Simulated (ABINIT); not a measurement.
# Te2Mo (P6_3/mmc) in ABINIT: relaxation of cell and atoms with LDA

Aim: the relaxation of cell and atoms of Te2Mo with LDA.

All numbers are computed with ABINIT 10.8.3 (patched build); they aren't measurements. Logs are shortened: lines on timing, memory, paths and dates and some standing lists are left out, and cuts for length are marked. The log counts tension as positive stress, the text compression.

## Step 1: The structure

Symmetry: P6_3/mmc, No. 194, hexagonal system. The conventional cell has a = 3.518 Å, b = 3.518 Å, c = 13.974 Å, α = 90.00°, β = 90.00°, γ = 120.00°. Around Te (site symmetry 3m) lie 3 Mo at 2.72 Å. Mo (site symmetry -6m2) has 6 Te at 2.72 Å as nearest neighbours.

## Step 2: Relaxation of cell and atoms, LDA

Input file run.abi:

```
pp_dirpath "./"
pseudos "Te.LDA_PW-JTH.xml, Mo.LDA_PW-JTH.xml"

acell 3.5182 3.5182 13.9736 Angstrom
rprim
     1.0000000000     0.0000000000     0.0000000000
    -0.5000000000     0.8660254038     0.0000000000
     0.0000000000     0.0000000000     1.0000000000
ntypat 2
znucl 52 42
natom 6
typat 1 1 1 1 2 2
xcart
     1.7591000002     1.0156168584     5.2959944000
    -0.0000000002     2.0312337172    12.2827944000
     1.7591000002     1.0156168584     1.6908056000
    -0.0000000002     2.0312337172     8.6776056000
     1.7591000002     1.0156168584    10.4802000000
    -0.0000000002     2.0312337172     3.4934000000 Angstrom
chkprim 0
chksymtnons 0
tolsym 1.0e-6

ecut 15.0
pawecutdg 30.0

kptopt 1
ngkpt 8 8 2
nshiftk 1
shiftk 0.0 0.0 0.0

ixc 7

nband 32
occopt 3
tsmear 0.00183747

nstep 100
tolvrs 1.0e-9

iomode 3
prtwf 0
prtden 0
prteig 0
prtebands 0
enunit 2

ionmov 2
ntime 60
tolmxf 0.0001
optcell 2
dilatmx 1.08
ecutsm 0.5
```

Potentials or basis: JTH PAW LDA v2.0.

The run is started by

```bash
> abinit run.abi > log 2>&1
```

run.abo:

```text
.Version 10.8.3 of ABINIT
 Symmetries : space group P6_3/m m c (#194); Bravais hP (primitive hexag.)
================================================================================
 Values of the parameters that define the memory need of the present run
     intxc =       0    ionmov =       2      iscf =      17    lmnmax =      18
     lnmax =       6     mgfft =     100  mpssoang =       3    mqgrid =    7032
     natom =       6  nloc_mem =       2    nspden =       1   nspinor =       1
    nsppol =       1      nsym =      24    n1xccc =       1    ntypat =       2
    occopt =       3   xclevel =       1
       mpw =        3544          nfft =       72900          nkpt =          20
 PAW method is used; the additional fine FFT grid is defined by:
   mgfftf=       144    nfftf =    186624
================================================================================
================================================================================

--------------------------------------------------------------------------------
------------- Echo of variables that govern the present computation ------------
--------------------------------------------------------------------------------
 -outvars: echo values of preprocessed input variables --------
            acell      6.6484344562E+00  6.6484344562E+00  2.6406276993E+01 Bohr
              amu      1.27600000E+02  9.59400000E+01
          chkprim           0
      chksymtnons           0
          dilatmx      1.08000000E+00
             ecut      1.50000000E+01 Hartree
           ecutsm      5.00000000E-01 Hartree
           enunit           2
           ionmov           2
              ixc           7
         kptrlatt        8    0    0      0    8    0      0    0    2
          kptrlen      5.28125540E+01
            natom           6
            nband          32
            ngfft          27      27     100
          ngfftdg          36      36     144
             nkpt          20
            nstep         100
             nsym          24
            ntime          60
           ntypat           2
           occopt           3
          optcell           2
        pawecutdg      3.00000000E+01 Hartree
           prtden           0
        prtebands           0
           prteig           0
            prtwf           0
            rprim      1.0000000000E+00  0.0000000000E+00  0.0000000000E+00
                      -5.0000000000E-01  8.6602540380E-01  0.0000000000E+00
                       0.0000000000E+00  0.0000000000E+00  1.0000000000E+00
          spgroup         194
           tolmxf      1.00000000E-04
           tolsym      1.00000000E-06
           tolvrs      1.00000000E-09
           tsmear      1.83747000E-03 Hartree
            typat      1  1  1  1  2  2
           useylm           1
           xangst      1.7591000000E+00  1.0156168585E+00  5.2959944000E+00
                       1.5497979408E-16  2.0312337171E+00  1.2282794400E+01
                       1.7591000000E+00  1.0156168585E+00  1.6908056000E+00
                       1.5497979408E-16  2.0312337171E+00  8.6776056000E+00
                       1.7591000000E+00  1.0156168585E+00  1.0480200000E+01
                       1.5497979408E-16  2.0312337171E+00  3.4934000000E+00
            xcart      3.3242172281E+00  1.9192377115E+00  1.0007978980E+01
                       2.9286936586E-16  3.8384754230E+00  2.3211117477E+01
                       3.3242172281E+00  1.9192377115E+00  3.1951595162E+00
                       2.9286936586E-16  3.8384754230E+00  1.6398298013E+01
                       3.3242172281E+00  1.9192377115E+00  1.9804707745E+01
                       2.9286936586E-16  3.8384754230E+00  6.6015692482E+00
             xred      6.6666666666E-01  3.3333333333E-01  3.7900000000E-01
                       3.3333333333E-01  6.6666666666E-01  8.7900000000E-01
                       6.6666666666E-01  3.3333333333E-01  1.2100000000E-01
                       3.3333333333E-01  6.6666666666E-01  6.2100000000E-01
                       6.6666666666E-01  3.3333333333E-01  7.5000000000E-01
                       3.3333333333E-01  6.6666666666E-01  2.5000000000E-01
            znucl       52.00000   42.00000

================================================================================

 chkinp: Checking input parameters for consistency.

================================================================================
== DATASET  1 ==================================================================

--- !DatasetInfo
iteration_state: {dtset: 1, }
dimensions: {natom: 6, nkpt: 20, mband: 32, nsppol: 1, nspinor: 1, nspden: 1, mpw: 3544, }
cutoff_energies: {ecut:  15.0, pawecutdg:  30.0, }
electrons: {nelect:   5.20000000E+01, charge:   0.00000000E+00, occopt:   3.00000000E+00, tsmear:   1.83747000E-03, }
meta: {optdriver: 0, ionmov: 2, optcell: 2, iscf: 17, paral_kgb: 0, }
...

 Exchange-correlation functional for the present dataset will be:
  LDA: Perdew-Wang 92 LSD fit to Ceperley-Alder data - ixc=7
  J.P.Perdew and Y.Wang, PRB 45, 13244 (1992)

 Real(R)+Recip(G) space primitive vectors, cartesian coordinates (Bohr,Bohr^-1):
 R(1)=  6.6484345  0.0000000  0.0000000  G(1)=  0.1504113  0.0868400  0.0000000
 R(2)= -3.3242172  5.7577131  0.0000000  G(2)=  0.0000000  0.1736801  0.0000000
[... 1315 lines left out ...]

 ----iterations are completed or convergence reached----

 Mean square residual over all n,k,spin=   50.059E-13; max=  22.357E-10
 reduced coordinates (array xred) for    6 atoms
       0.666666666663      0.333333333325      0.380702387809
       0.333333333329      0.666666666659      0.880702387809
       0.666666666663      0.333333333325      0.119297612191
       0.333333333329      0.666666666659      0.619297612191
       0.666666666663      0.333333333325      0.750000000000
       0.333333333329      0.666666666659      0.250000000000
 rms dE/dt=  4.2016E-05; max dE/dt=  8.9129E-05; dE/dt below (all hartree)
    1      -0.000000000000      0.000000000000      0.000089128854
    2       0.000000000000     -0.000000000000      0.000089128854
    3      -0.000000000000      0.000000000000     -0.000089128854
    4       0.000000000000     -0.000000000000     -0.000089128854
    5       0.000000000000      0.000000000000      0.000000000000
    6       0.000000000000      0.000000000000      0.000000000000

 cartesian coordinates (angstrom) at end:
    1      1.74326445999850     1.00647420524257     5.24421828634687
    2      0.00000000000000     2.01294841050950    12.13177462204686
    3      1.74326445999850     1.00647420524257     1.64333804935314
    4      0.00000000000000     2.01294841050950     8.53089438505314
    5      1.74326445999850     1.00647420524257    10.33133450355000
    6      0.00000000000000     2.01294841050950     3.44377816785000

 cartesian forces (hartree/bohr) at end:
    1      0.00000000000000     0.00000000000000    -0.00000342392541
    2     -0.00000000000000     0.00000000000000    -0.00000342392541
    3      0.00000000000000    -0.00000000000000     0.00000342392541
    4     -0.00000000000000     0.00000000000000     0.00000342392541
    5     -0.00000000000000    -0.00000000000000    -0.00000000000000
    6     -0.00000000000000    -0.00000000000000    -0.00000000000000
 frms,max,avg= 1.6140539E-06 3.4239254E-06   0.000E+00  0.000E+00  0.000E+00 h/b

 cartesian forces (eV/Angstrom) at end:
    1      0.00000000000000     0.00000000000000    -0.00017606532361
    2     -0.00000000000000     0.00000000000000    -0.00017606532361
    3      0.00000000000000    -0.00000000000000     0.00017606532361
    4     -0.00000000000000     0.00000000000000     0.00017606532361
    5     -0.00000000000000    -0.00000000000000    -0.00000000000000
    6     -0.00000000000000    -0.00000000000000    -0.00000000000000
 frms,max,avg= 8.2997990E-05 1.7606532E-04   0.000E+00  0.000E+00  0.000E+00 e/A
 length scales=  6.588584788851  6.588584788940 26.031190302468 bohr
              =  3.486528919997  3.486528920044 13.775112671400 angstroms
 Fermi (or HOMO) energy (hartree) =  -0.11463   Average Vxc (hartree)=  -0.39398
 Eigenvalues (hartree) for nkpt=  20  k points:
 kpt#   1, nband= 32, wtk=  0.00781, kpt=  0.0000  0.0000  0.0000 (reduced coord)
  -2.35827   -2.35827   -1.41145   -1.41145   -1.40567   -1.40567   -1.40567   -1.40567
  -0.61694   -0.60304   -0.58570   -0.56417   -0.35241   -0.29946   -0.25029   -0.19606
  -0.19606   -0.19550   -0.19550   -0.16980   -0.16640   -0.16640   -0.16480   -0.16480
  -0.13694   -0.12548   -0.01916   -0.01916   -0.01403   -0.01403   -0.01220   -0.01220
      occupation numbers for kpt#   1
   2.00000    2.00000    2.00000    2.00000    2.00000    2.00000    2.00000    2.00000
   2.00000    2.00000    2.00000    2.00000    2.00000    2.00000    2.00000    2.00000
   2.00000    2.00000    2.00000    2.00000    2.00000    2.00000    2.00000    2.00000
   1.99999    1.99456    0.00000    0.00000    0.00000    0.00000    0.00000    0.00000
 prteigrs : prtvol=0 or 1, do not print more k-points.

 Fermi (or HOMO) energy (eV) =  -3.11921   Average Vxc (eV)= -10.72077
 Eigenvalues (   eV  ) for nkpt=  20  k points:
 kpt#   1, nband= 32, wtk=  0.00781, kpt=  0.0000  0.0000  0.0000 (reduced coord)
 -64.17169  -64.17169  -38.40741  -38.40739  -38.25015  -38.25015  -38.25015  -38.25015
 -16.78771  -16.40949  -15.93768  -15.35190   -9.58953   -8.14882   -6.81071   -5.33496
  -5.33496   -5.31978   -5.31978   -4.62046   -4.52799   -4.52799   -4.48436   -4.48436
  -3.72632   -3.41444   -0.52142   -0.52142   -0.38190   -0.38190   -0.33200   -0.33200
 prteigrs : prtvol=0 or 1, do not print more k-points.

--- !EnergyTerms
iteration_state     : {dtset: 1, itime: 10, icycle: 1, }
comment             : Components of total free energy in Hartree
kinetic             :  2.95262222208041E+01
hartree             :  5.91191667473052E+01
xc                  : -2.42186160928374E+01
Ewald energy        : -1.09871739669154E+02
psp_core            :  2.60616777944792E+01
local_psp           : -1.63453837930171E+02
PAW spherical_terms :  1.09511613640013E+01
internal            : -1.71885965565572E+02
'-kT*entropy'       : -2.73184481617716E-06
total_energy        : -1.71885968297417E+02
total_energy_eV     : -4.67725547360545E+03
...

--- !EnergyTermsDC
iteration_state     : {dtset: 1, itime: 10, icycle: 1, }
comment             : '"Double-counting" decomposition of free energy'
band_energy         : -3.70881976059965E+01
Ewald energy        : -1.09871739669154E+02
psp_core            :  2.60616777944792E+01
xc_dc               : -6.08964071385138E+01
PAW spherical_terms :  9.90869762916157E+00
internal            : -1.71885968990023E+02
'-kT*entropy'       : -2.73184481617716E-06
total_energy_dc     : -1.71885971721868E+02
total_energy_dc_eV  : -4.67725556678952E+03
...

--- !EnergyTermsWithPAWCore
iteration_state     : {dtset: 1, itime: 10, icycle: 1, }
comment             : 'Components of total free energy, including PAW core contributions'
Total energy        : -3.52457411863892E+04
Total energy DC     : -3.52457411898136E+04
Total energy (eV)   : -9.59085476948716E+05
Total energy DC (eV): -9.59085477041900E+05
...

 rms coord change=  8.0251E-04   atom, delta coord (reduced):
     1        0.000000000000     -0.000000000000      0.001702387809
     2        0.000000000000      0.000000000000      0.001702387809
     3        0.000000000000     -0.000000000000     -0.001702387809
     4        0.000000000000      0.000000000000     -0.001702387809
     5        0.000000000000     -0.000000000000      0.000000000000
     6        0.000000000000      0.000000000000      0.000000000000

 Cartesian components of stress tensor (hartree/bohr^3)
  sigma(1 1)=  4.94091524E-08  sigma(3 2)=  0.00000000E+00
  sigma(2 2)=  4.94081954E-08  sigma(3 1)=  0.00000000E+00
  sigma(3 3)=  6.99387243E-08  sigma(2 1)=  0.00000000E+00

-Cartesian components of stress tensor (GPa)         [Pressure= -1.6550E-03 GPa]
- sigma(1 1)=  1.45366745E-03  sigma(3 2)=  0.00000000E+00
- sigma(2 2)=  1.45363929E-03  sigma(3 1)=  0.00000000E+00
- sigma(3 3)=  2.05766831E-03  sigma(2 1)=  0.00000000E+00

== END DATASET(S) ==============================================================
================================================================================

 -outvars: echo values of variables after computation  --------
            acell      6.5885847889E+00  6.5885847889E+00  2.6031190302E+01 Bohr
           etotal     -1.7188597172E+02
            fcart      1.3622779952E-28  4.7190694033E-29 -3.4239254106E-06
                      -1.0898223961E-28  0.0000000000E+00 -3.4239254106E-06
                       1.3622779952E-28 -4.7190694033E-29  3.4239254106E-06
                      -1.0898223961E-28  9.4381388065E-29  3.4239254106E-06
                      -2.7245559903E-29 -4.7190694033E-29 -0.0000000000E+00
                      -2.7245559903E-29 -4.7190694033E-29 -0.0000000000E+00
            rprim      1.0000000000E+00  0.0000000000E+00  0.0000000000E+00
                      -4.9999999999E-01  8.6602540379E-01  0.0000000000E+00
                       0.0000000000E+00  0.0000000000E+00  1.0000000000E+00
           strten      4.9409152429E-08  4.9408195365E-08  6.9938724343E-08
                       0.0000000000E+00  0.0000000000E+00  0.0000000000E+00
           xangst      1.7432644600E+00  1.0064742052E+00  5.2442182863E+00
                       9.7265196540E-17  2.0129484105E+00  1.2131774622E+01
                       1.7432644600E+00  1.0064742052E+00  1.6433380494E+00
                       9.7265196540E-17  2.0129484105E+00  8.5308943851E+00
                       1.7432644600E+00  1.0064742052E+00  1.0331334504E+01
                       9.7265196540E-17  2.0129484105E+00  3.4437781678E+00
             xred      6.6666666666E-01  3.3333333333E-01  3.8070238781E-01
                       3.3333333333E-01  6.6666666666E-01  8.8070238781E-01
                       6.6666666666E-01  3.3333333333E-01  1.1929761219E-01
                       3.3333333333E-01  6.6666666666E-01  6.1929761219E-01
                       6.6666666666E-01  3.3333333333E-01  7.5000000000E-01
                       3.3333333333E-01  6.6666666666E-01  2.5000000000E-01
 Calculation completed.
```

Run time: 16 min. Hardware: 1 thread of Intel Xeon Platinum 8259CL at 2.50GHz (Skylake/Cascade Lake), shared host; peak memory 0.17 GiB.

Results:

```yaml
Free_energy: -4677.2556 eV
Relaxed_volume: 24.17 Å³/atom
Relaxed_cell: a = 3.487 Å, b = 3.487 Å, c = 13.775 Å, α = 90.00°, β = 90.00°, γ = 120.00°
Space_group_after_relaxing_to_0.05_Å: P6_3/mmc (No. 194)
Energy_gained_by_relaxing: 4.1 meV/atom
Ionic_steps: 10
Pressure_after_relaxing: 0.0 GPa
Band_gap_on_the_k_mesh: 0.68 eV, indirect (least direct gap 1.24 eV)
Valence_electrons_inside_the_program's_atomic_spheres: Te 3.22; Mo 11.28
```

The path:
```tsv
step	energy change (eV)	largest force (eV/Å)	pressure (GPa)	volume (Å³)
1	0.0000	0.1682	-2.12	149.79
2	-0.0113	0.0540	-1.36	148.82
3	-0.0189	0.1184	-0.07	147.17
4	-0.0197	0.1109	-0.03	147.02
5	-0.0221	0.0298	-0.02	146.29
6	-0.0222	0.0251	-0.03	146.25
7	-0.0239	0.0272	-0.15	145.52
8	-0.0245	0.0287	-0.09	145.04
9	-0.0246	0.0098	-0.02	144.98
10	-0.0247	0.0002	0.00	145.01
```

Final structure:
```yaml
crystal:
  lattice:
    - [3.48653, 0.00000, 0.00000]
    - [-1.74326, 3.01942, 0.00000]
    - [0.00000, 0.00000, 13.77511]
  atoms:
    - { symbol: Te, position: [0.66667, 0.33333, 0.38070] }
    - { symbol: Te, position: [0.33333, 0.66667, 0.88070] }
    - { symbol: Te, position: [0.66667, 0.33333, 0.11930] }
    - { symbol: Te, position: [0.33333, 0.66667, 0.61930] }
    - { symbol: Mo, position: [0.66667, 0.33333, 0.75000] }
    - { symbol: Mo, position: [0.33333, 0.66667, 0.25000] }
```

Levels at points of the mesh, in eV from the valence-band top:
```
           k point  band 24  band 25  band 26  band 27  band 28  band 29
(0.00, 0.00, 0.00)    -1.07    -0.31     0.00     2.89     2.89     3.03
(0.50, 0.00, 0.00)    -1.04    -0.67    -0.34     1.26     1.33     1.38
(0.00, 0.00, 0.50)    -1.09    -0.08    -0.08     2.92     2.92     2.92
(0.50, 0.00, 0.50)    -1.06    -0.51    -0.51     1.29     1.29     1.60
```

Caveat: spin-orbit coupling is left out, which moves the levels of the heavy elements.
